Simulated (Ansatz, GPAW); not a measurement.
# The basis that the transmission of graphene, current along armchair, 2 cells wide; an Al atom over a ring needs, part 2 of 2

Aim: T(E), conductance and thermopower of graphene, current along armchair, 2 cells wide; an Al atom over a ring, and what cheaper settings cost in accuracy.

GPAW 26.7.0 and Ansatz 0.2.0; Ansatz plane waves; Landauer transmission by layers, zero bias; PAW set soft_1 (the session's first sound run).

So far, conductance (G₀): step 3 (GPAW, dzp) 0.0778.

**4. Single-zeta polarised basis**

The second zeta is dropped, the polarisation orbitals stay.

The input, run.py:

```python
import json
import numpy as np
from ase import Atoms
from ase.transport.calculators import TransportCalculator
from gpaw import GPAW, FermiDirac
from gpaw.lcao.tools import get_lcao_hamiltonian
from scipy.linalg import eigh

# The junction with lead layers at both ends, along the third cell vector
device = Atoms(
    ['C', 'C', 'C', 'C', 'C', 'C', 'C', 'C', 'C', 'C', 'C', 'C', 'C', 'C', 'C', 'C', 'C', 'C', 'C', 'C', 'C', 'C', 'C', 'C', 'C', 'C', 'C', 'C', 'C', 'C', 'Al', 'C', 'C', 'C', 'C', 'C', 'C', 'C', 'C', 'C', 'C', 'C', 'C', 'C', 'C', 'C', 'C', 'C', 'C', 'C', 'C', 'C', 'C', 'C', 'C', 'C', 'C', 'C', 'C', 'C', 'C', 'C', 'C', 'C', 'C'],
    positions=[
        [0.00000, 6.00000, 0.35514],
        [2.46000, 6.00000, 0.35514],
        [0.00000, 6.00000, 1.77528],
        [2.46000, 6.00000, 1.77528],
        [1.23000, 6.00000, 2.48556],
        [3.69000, 6.00000, 2.48556],
        [1.23000, 6.00000, 3.90570],
        [3.69000, 6.00000, 3.90570],
        [0.00000, 6.00000, 4.61599],
        [2.46000, 6.00000, 4.61599],
        [0.00000, 6.00000, 6.03613],
        [2.46000, 6.00000, 6.03613],
        [1.23000, 6.00000, 6.74641],
        [3.69000, 6.00000, 6.74641],
        [1.23000, 6.00000, 8.16655],
        [3.69000, 6.00000, 8.16655],
        [0.00000, 6.00000, 8.87683],
        [2.46000, 6.00000, 8.87683],
        [0.00000, 6.00000, 10.29697],
        [2.46000, 6.00000, 10.29697],
        [1.23000, 6.00000, 11.00725],
        [3.69000, 6.00000, 11.00725],
        [1.23000, 6.00000, 12.42739],
        [3.69000, 6.00000, 12.42739],
        [0.00000, 6.00000, 13.13768],
        [2.46000, 6.00000, 13.13768],
        [0.00000, 6.00000, 14.55782],
        [2.46000, 6.00000, 14.55782],
        [1.23000, 6.00000, 15.26810],
        [3.69000, 6.00000, 15.26810],
        [2.46000, 8.05000, 15.97838],
        [1.23000, 6.00000, 16.68824],
        [3.69000, 6.00000, 16.68824],
        [0.00000, 6.00000, 17.39852],
        [2.46000, 6.00000, 17.39852],
        [0.00000, 6.00000, 18.81866],
        [2.46000, 6.00000, 18.81866],
        [1.23000, 6.00000, 19.52894],
        [3.69000, 6.00000, 19.52894],
        [1.23000, 6.00000, 20.94908],
        [3.69000, 6.00000, 20.94908],
        [0.00000, 6.00000, 21.65937],
        [2.46000, 6.00000, 21.65937],
        [0.00000, 6.00000, 23.07951],
        [2.46000, 6.00000, 23.07951],
        [1.23000, 6.00000, 23.78979],
        [3.69000, 6.00000, 23.78979],
        [1.23000, 6.00000, 25.20993],
        [3.69000, 6.00000, 25.20993],
        [0.00000, 6.00000, 25.92021],
        [2.46000, 6.00000, 25.92021],
        [0.00000, 6.00000, 27.34035],
        [2.46000, 6.00000, 27.34035],
        [1.23000, 6.00000, 28.05063],
        [3.69000, 6.00000, 28.05063],
        [1.23000, 6.00000, 29.47077],
        [3.69000, 6.00000, 29.47077],
        [0.00000, 6.00000, 30.18106],
        [2.46000, 6.00000, 30.18106],
        [0.00000, 6.00000, 31.60120],
        [2.46000, 6.00000, 31.60120],
        [1.23000, 6.00000, 32.31148],
        [3.69000, 6.00000, 32.31148],
        [1.23000, 6.00000, 33.73162],
        [3.69000, 6.00000, 33.73162]],
    cell=[[4.92, 0.0, 0.0], [0.0, 12.0, 0.0], [0.0, 0.0, 34.08676]],
    pbc=True,
    magmoms=[0.0, 0.0, 0.0, 0.0, 0.0, 0.0, 0.0, 0.0, 0.0, 0.0, 0.0, 0.0, 0.0, 0.0, 0.0, 0.0, 0.0, 0.0, 0.0, 0.0, 0.0, 0.0, 0.0, 0.0, 0.0, 0.0, 0.5, 0.0, 0.0, 0.0, 0.0, 0.0, 0.0, 0.5, 0.5, 0.0, 0.0, 0.0, 0.0, 0.0, 0.0, 0.0, 0.0, 0.0, 0.0, 0.0, 0.0, 0.0, 0.0, 0.0, 0.0, 0.0, 0.0, 0.0, 0.0, 0.0, 0.0, 0.0, 0.0, 0.0, 0.0, 0.0, 0.0, 0.0, 0.0])

# One principal layer of the lead: the first 16 atoms of the device
lead = Atoms(
    ['C', 'C', 'C', 'C', 'C', 'C', 'C', 'C', 'C', 'C', 'C', 'C', 'C', 'C', 'C', 'C'],
    positions=[
        [0.00000, 6.00000, 0.35514],
        [2.46000, 6.00000, 0.35514],
        [0.00000, 6.00000, 1.77528],
        [2.46000, 6.00000, 1.77528],
        [1.23000, 6.00000, 2.48556],
        [3.69000, 6.00000, 2.48556],
        [1.23000, 6.00000, 3.90570],
        [3.69000, 6.00000, 3.90570],
        [0.00000, 6.00000, 4.61599],
        [2.46000, 6.00000, 4.61599],
        [0.00000, 6.00000, 6.03613],
        [2.46000, 6.00000, 6.03613],
        [1.23000, 6.00000, 6.74641],
        [3.69000, 6.00000, 6.74641],
        [1.23000, 6.00000, 8.16655],
        [3.69000, 6.00000, 8.16655]],
    cell=[[4.92, 0.0, 0.0], [0.0, 12.0, 0.0], [0.0, 0.0, 8.52169]],
    pbc=True,
    magmoms=[0.0, 0.0, 0.0, 0.0, 0.0, 0.0, 0.0, 0.0, 0.0, 0.0, 0.0, 0.0, 0.0, 0.0, 0.0, 0.0])

settings = dict(mode='lcao', basis='szp(dzp)', xc='PBE', h=0.2,
                occupations=FermiDirac(0.1), maxiter=250,
                mixer=dict(beta=0.05, nmaxold=8, weight=100.0),
                convergence=dict(density=0.0001))
energies = np.arange(-1, 1 + 1e-9, 0.05)
eta = 0.001
n1, n2 = 24, 1
# k and -k transmit alike, so half of the mesh across the current serves
mesh = [(i, j) for i in range(n1) for j in range(n2) if (i, j) <= (-i % n1, -j % n2)]
weights = np.array([1 if (i, j) == (-i % n1, -j % n2) else 2 for i, j in mesh]) / (n1 * n2)

# [... helper functions left out ...]
fermi_lead = ground_state(lead, (9, 1, 8), 'lead.txt')
fermi_device = ground_state(device, (9, 1, 2), 'device.txt')
# [... loop over the mesh left out, but for ...]
        # Shift the lead onto the potential of the device's first layer
        shift = ((H[:, 0, 0] - H0[:, 0, 0]) / S0[0, 0]).real.mean()
# [...]
kT = 8.617333e-5 * 77
bias = [0.1, 0.2, 0.5, 1.0]
# [... integrals and printing left out ...]
```

Started as:

```sh
OMP_NUM_THREADS=1 OPENBLAS_NUM_THREADS=1 python run.py
```

It took 27 min on 1 thread of Arm Neoverse V1, shared host; peak memory 2.9 GiB.

This step gave:

```yaml
conductance: 0.07932 G₀
largest_coupling_past_the_next_principal_layer: 4.48e-15 eV
largest_misfit_of_the_first_principal_layer: 0.1737 eV
shift_that_aligns_the_lead: -0.1543 eV
basis_functions_of_the_junction: 585
basis_functions_of_a_principal_layer: 144
transmission_at_the_fermi_level_spin_up: 0.07932
transmission_at_the_fermi_level_spin_down: 0.07930
```

Each spin. Table of transmission, zone mean by energy, zero at the Fermi level:

| energy (eV) | T, spin up | T, spin down |
| --- | --- | --- |
| -1.000 | 0.213 | 0.213 |
| -0.950 | 0.201 | 0.201 |
| -0.850 | 0.179 | 0.179 |
| -0.800 | 0.169 | 0.169 |
| -0.700 | 0.148 | 0.148 |
| -0.650 | 0.138 | 0.138 |
| -0.600 | 0.130 | 0.130 |
| -0.500 | 0.107 | 0.107 |
| -0.450 | 0.0895 | 0.0895 |
| -0.400 | 0.0797 | 0.0797 |
| -0.300 | 0.0793 | 0.0793 |
| -0.250 | 0.0791 | 0.0791 |
| -0.150 | 0.0822 | 0.0822 |
| -0.100 | 0.0795 | 0.0795 |
| -0.050 | 0.0793 | 0.0793 |
| 0.000 | 0.0793 | 0.0793 |
| 0.050 | 0.0794 | 0.0793 |
| 0.100 | 0.0794 | 0.0794 |
| 0.150 | 0.185 | 0.185 |
| 0.250 | 0.224 | 0.224 |
| 0.300 | 0.229 | 0.229 |
| 0.400 | 0.281 | 0.280 |
| 0.450 | 0.319 | 0.319 |
| 0.500 | 0.363 | 0.362 |
| 0.600 | 0.420 | 0.420 |
| 0.650 | 0.447 | 0.448 |
| 0.700 | 0.465 | 0.465 |
| 0.800 | 0.585 | 0.585 |
| 0.850 | 0.616 | 0.616 |
| 0.950 | 0.615 | 0.615 |
| 1.000 | 0.683 | 0.682 |

Not self-consistent under bias; the bias window is split evenly. Current through one cell, from the zero-bias transmission against bias:

| bias (V) | current through one cell, from the zero-bias transmission (μA) |
| --- | --- |
| 0.100 | 0.615 |
| 0.200 | 1.23 |
| 0.500 | 4.26 |
| 1.000 | 11.1 |

At the Fermi level; k in fractions of b1, b2. k resolved, by row:

| k1 | k2 | weight | t_up | t_dn |
| --- | --- | --- | --- | --- |
| 0 | 0 | 0.04167 | 2.10e-13 | 2.10e-13 |
| 0.04167 | 0 | 0.08333 | 2.17e-13 | 2.17e-13 |
| 0.08333 | 0 | 0.08333 | 2.39e-13 | 2.39e-13 |
| 0.125 | 0 | 0.08333 | 2.81e-13 | 2.81e-13 |
| 0.1667 | 0 | 0.08333 | 3.53e-13 | 3.53e-13 |
| 0.2083 | 0 | 0.08333 | 4.83e-11 | 4.94e-11 |
| 0.25 | 0 | 0.08333 | 8.90e-9 | 8.93e-9 |
| 0.2917 | 0 | 0.08333 | 2.99e-6 | 2.99e-6 |
| 0.3333 | 0 | 0.08333 | 0.9519 | 0.9516 |
| 0.375 | 0 | 0.08333 | 3.92e-6 | 3.91e-6 |
| 0.4167 | 0 | 0.08333 | 7.07e-7 | 7.03e-7 |
| 0.4583 | 0 | 0.08333 | 1.30e-7 | 1.31e-7 |
| 0.5 | 0 | 0.04167 | 4.13e-9 | 4.14e-9 |

The conductance, 0.0793 G₀, lies 2.0 % above that of the dzp run.

**5. Minimal basis**

One function for each valence shell of the setup, as for a first survey of a large system.

run.py: that of step 4 with these lines changed.

```diff
@@ -105,3 +105,3 @@
 
-settings = dict(mode='lcao', basis='szp(dzp)', xc='PBE', h=0.2,
+settings = dict(mode='lcao', basis='sz(dzp)', xc='PBE', h=0.2,
                 occupations=FermiDirac(0.1), maxiter=250,
```

Wall time 4.9 min (1 thread); peak memory 1.3 GiB.

Numbers from this step:

```yaml
conductance: 0.08016 G₀
largest_coupling_past_the_next_principal_layer: 5.17e-15 eV
largest_misfit_of_the_first_principal_layer: 0.1870 eV
shift_that_aligns_the_lead: -0.1609 eV
basis_functions_of_the_junction: 260
basis_functions_of_a_principal_layer: 64
transmission_at_the_fermi_level_spin_up: 0.08016
transmission_at_the_fermi_level_spin_down: 0.08015
```

Each spin. The transmission, zone mean by energy, zero at the Fermi level:

| energy (eV) | T, spin up | T, spin down |
| --- | --- | --- |
| -1.000 | 0.202 | 0.202 |
| -0.900 | 0.182 | 0.182 |
| -0.800 | 0.163 | 0.163 |
| -0.700 | 0.142 | 0.142 |
| -0.600 | 0.126 | 0.126 |
| -0.500 | 0.102 | 0.102 |
| -0.450 | 0.0838 | 0.0838 |
| -0.350 | 0.0800 | 0.0800 |
| -0.250 | 0.0797 | 0.0797 |
| -0.150 | 0.0814 | 0.0814 |
| -0.050 | 0.0801 | 0.0801 |
| 0.000 | 0.0802 | 0.0802 |
| 0.050 | 0.0802 | 0.0802 |
| 0.150 | 0.192 | 0.192 |
| 0.250 | 0.228 | 0.228 |
| 0.350 | 0.236 | 0.236 |
| 0.450 | 0.301 | 0.301 |
| 0.500 | 0.359 | 0.359 |
| 0.600 | 0.393 | 0.393 |
| 0.700 | 0.466 | 0.466 |
| 0.800 | 0.556 | 0.555 |
| 0.900 | 0.624 | 0.624 |
| 1.000 | 0.635 | 0.635 |

The conductance, 0.0802 G₀, lies 3.0 % above that of the dzp run.

**6. revPBE in the szp basis: xc = "revPBE"**

Back in the szp basis, the functional changes from PBE to revPBE, to set the spread between functionals beside that between bases.

run.py: that of step 5 with these lines changed.

```diff
@@ -105,3 +105,3 @@
 
-settings = dict(mode='lcao', basis='sz(dzp)', xc='PBE', h=0.2,
+settings = dict(mode='lcao', basis='szp(dzp)', xc='revPBE', h=0.2,
                 occupations=FermiDirac(0.1), maxiter=250,
```

The job ended after 27 min (1 thread; peak memory 2.9 GiB).

This step gave:

```
conductance                                    : 0.07931 G₀
largest coupling past the next principal layer : 4.57e-15 eV
largest misfit of the first principal layer    : 0.1758 eV
shift that aligns the lead                     : -0.1562 eV
basis functions of the junction                : 585
basis functions of a principal layer           : 144
transmission at the Fermi level, spin up       : 0.07930
transmission at the Fermi level, spin down     : 0.07930
```

Each spin. The transmission, zone mean by energy, zero at the Fermi level:

| energy (eV) | T, spin up | T, spin down |
| --- | --- | --- |
| -1.000 | 0.212 | 0.212 |
| -0.950 | 0.200 | 0.200 |
| -0.850 | 0.178 | 0.178 |
| -0.800 | 0.168 | 0.168 |
| -0.700 | 0.147 | 0.147 |
| -0.650 | 0.137 | 0.137 |
| -0.600 | 0.129 | 0.129 |
| -0.500 | 0.106 | 0.106 |
| -0.450 | 0.0882 | 0.0882 |
| -0.400 | 0.0797 | 0.0797 |
| -0.300 | 0.0793 | 0.0793 |
| -0.250 | 0.0790 | 0.0791 |
| -0.150 | 0.0818 | 0.0818 |
| -0.100 | 0.0795 | 0.0795 |
| -0.050 | 0.0793 | 0.0793 |
| 0.000 | 0.0793 | 0.0793 |
| 0.050 | 0.0793 | 0.0793 |
| 0.100 | 0.0794 | 0.0794 |
| 0.150 | 0.186 | 0.186 |
| 0.250 | 0.224 | 0.224 |
| 0.300 | 0.229 | 0.229 |
| 0.400 | 0.280 | 0.280 |
| 0.450 | 0.318 | 0.318 |
| 0.500 | 0.362 | 0.362 |
| 0.600 | 0.417 | 0.417 |
| 0.650 | 0.405 | 0.405 |
| 0.700 | 0.465 | 0.465 |
| 0.800 | 0.581 | 0.581 |
| 0.850 | 0.614 | 0.614 |
| 0.950 | 0.618 | 0.618 |
| 1.000 | 0.681 | 0.681 |

The conductance equals that of the szp run to 0.2 %.

**7. Cost and result by level**

Times are for 1 thread of Arm Neoverse V1, shared host. The runs compared:

| no. | run | conductance (G₀) | time | memory (GiB) |
| --- | --- | --- | --- | --- |
| 1 | dzp | 0.07779 | 55 min | 4.8 |
| 2 | szp | 0.07932 | 27 min | 2.9 |
| 3 | sz | 0.08016 | 4.9 min | 1.3 |
| 4 | szp revPBE | 0.07931 | 27 min | 2.9 |

**8. The levels side by side**

The curves are compared point by point over the common energies.

This step: comparison of transmission and cost over codes and levels; PAW set soft_1 (GPAW 26.7.0).

Ladder, by row:

| step | code | T at the Fermi level (sum over the listed spins) | conductance (G0) | r.m.s. T(E) from the first | wall time (s) | peak memory (GiB) | threads |
| --- | --- | --- | --- | --- | --- | --- | --- |
| pw-r2scan | Ansatz | 0.1567 | - | 0 | 6832 | 10 | 4 |
| dzp | GPAW | 0.1556 | 0.07779 | 0.03715 | 3309 | 4.81 | 1 |
| szp | GPAW | 0.1586 | 0.07932 | 0.128 | 1622 | 2.87 | 1 |
| sz | GPAW | 0.1603 | 0.08016 | 0.1157 | 292.7 | 1.26 | 1 |
| szp-revPBE | GPAW | 0.1586 | 0.07931 | 0.1255 | 1623 | 2.87 | 1 |

The transmission, zone mean, sum over the listed spins by energy, zero at the Fermi level:

| energy (eV) | pw-r2scan | dzp | szp | sz | szp-revPBE |
| --- | --- | --- | --- | --- | --- |
| -1.000 | 0.401 | 0.421 | 0.426 | 0.405 | 0.423 |
| -0.850 | 0.340 | 0.357 | 0.358 | 0.345 | 0.357 |
| -0.700 | 0.281 | 0.292 | 0.295 | 0.285 | 0.293 |
| -0.550 | 0.217 | 0.237 | 0.239 | 0.231 | 0.238 |
| -0.450 | 0.160 | 0.174 | 0.179 | 0.168 | 0.176 |
| -0.300 | 0.158 | 0.157 | 0.159 | 0.160 | 0.159 |
| -0.150 | 0.158 | 0.147 | 0.164 | 0.163 | 0.164 |
| 0.000 | 0.157 | 0.156 | 0.159 | 0.160 | 0.159 |
| 0.150 | 0.193 | 0.185 | 0.370 | 0.383 | 0.371 |
| 0.300 | 0.428 | 0.427 | 0.459 | 0.467 | 0.458 |
| 0.450 | 0.482 | 0.450 | 0.638 | 0.602 | 0.635 |
| 0.550 | 0.642 | 0.619 | 0.764 | 0.763 | 0.763 |
| 0.700 | 0.680 | 0.818 | 0.930 | 0.932 | 0.929 |
| 0.750 | 0.846 | 0.812 | 0.913 | 0.949 | 0.925 |
| 0.850 | 0.895 | 0.997 | 1.23 | 1.17 | 1.23 |
| 1.000 | 1.11 | 1.09 | 1.36 | 1.27 | 1.36 |

**9. A varied run**

One more run, with changed settings.

This step: GPAW LCAO, PAW setups; Landauer transmission from Green's functions with principal layers (ASE), zero bias (GPAW 26.7.0).

run.py: that of step 6 with these lines changed.

```diff
@@ -101,3 +101,3 @@
         [3.69000, 6.00000, 8.16655]],
-    cell=[[4.92, 0.0, 0.0], [0.0, 12.0, 0.0], [0.0, 0.0, 8.52169]],
+    cell=[[4.92, 0.0, 0.0], [0.0, 12.0, 0.0], [0.0, 0.0, 9.7999]],
     pbc=True,
@@ -105,4 +105,4 @@
 
-settings = dict(mode='lcao', basis='szp(dzp)', xc='revPBE', h=0.2,
-                occupations=FermiDirac(0.1), maxiter=250,
+settings = dict(mode='lcao', basis='szp(dzp)', xc='PBE', h=0.2,
+                occupations=FermiDirac(0.1), maxiter=50,
                 mixer=dict(beta=0.05, nmaxold=8, weight=100.0),
```

The job ended after 29 min (1 thread; peak memory 2.9 GiB).

The run finished. A setting was moved off its sound value on purpose, so it serves as a test and not as the result.

The fault put into the input: a lead period that doesn't match its atoms (period = 9.7999).

The two runs compared:

| quantity | this run | sound run | difference |
| --- | --- | --- | --- |
| conductance (G₀) | 5.501e-4 | 0.079316 | -0.0788 |
| largest coupling past the next principal layer (eV) | 2.844e-15 | 4.475e-15 | -1.6e-15 |
| largest misfit of the first principal layer (eV) | 5.5695 | 0.17365 | 5.40 |
| shift that aligns the lead (eV) | -4.1993 | -0.15434 | -4.04 |
| transmission at the Fermi level, spin up | 4.306e-4 | 0.079323 | -0.0789 |
| transmission at the Fermi level, spin down | 4.315e-4 | 0.079299 | -0.0789 |

One result that differs is the transmission at the Fermi level, spin up, 4.3e-4 against 0.0793.

**10. Summary of results**

- conductance: 0.0778 G₀
- transmission at the Fermi level, mean of the spins: 0.0778

What this shows: In the dzp basis the junction conducts 0.0778 G₀ at 77 K, with T = 0.0778 as the mean of the two spins at the Fermi level; the sz basis reaches that conductance within 10 %. Plane waves (r2SCAN) give T = 0.0784 there. Measured against the first run (pw-r2scan), the nearest curve is that of dzp (r.m.s. 0.037) and the farthest that of szp (0.13). Over the compared runs wall time goes from 293 s (sz) to 6832 s (pw-r2scan), on a shared host; the plane-wave run used 4 threads and the orbital runs 1. The geometry was built from estimated bond lengths and not relaxed, so the numbers describe this model structure. The lead has few or no channels at the Fermi level, so conductance and thermopower hang on where the repeated cell puts that level and are no property of an undoped device. The lead had to be shifted by -0.14 eV to meet the junction cell, whose ends are therefore not quite neutral; features of T(E) can be displaced by about as much. The currents use the zero-bias T(E) throughout, which holds only while the bias is small against the distance to the nearest feature. One magnetic start was tried; another order may lie lower. The energy step is wider than the thermal energy, so the conductance and thermopower rest on interpolation of T(E).

[Logs are printed without paths, hosts, clocks, repeated set-up lines and the standing remarks that a program may print on its own settings, such as how far it seeks lower states.]

[Hosts, paths, dates, database ids (printed as entryN), source tags and the programs' standing remarks are cut or masked in the printed files.]
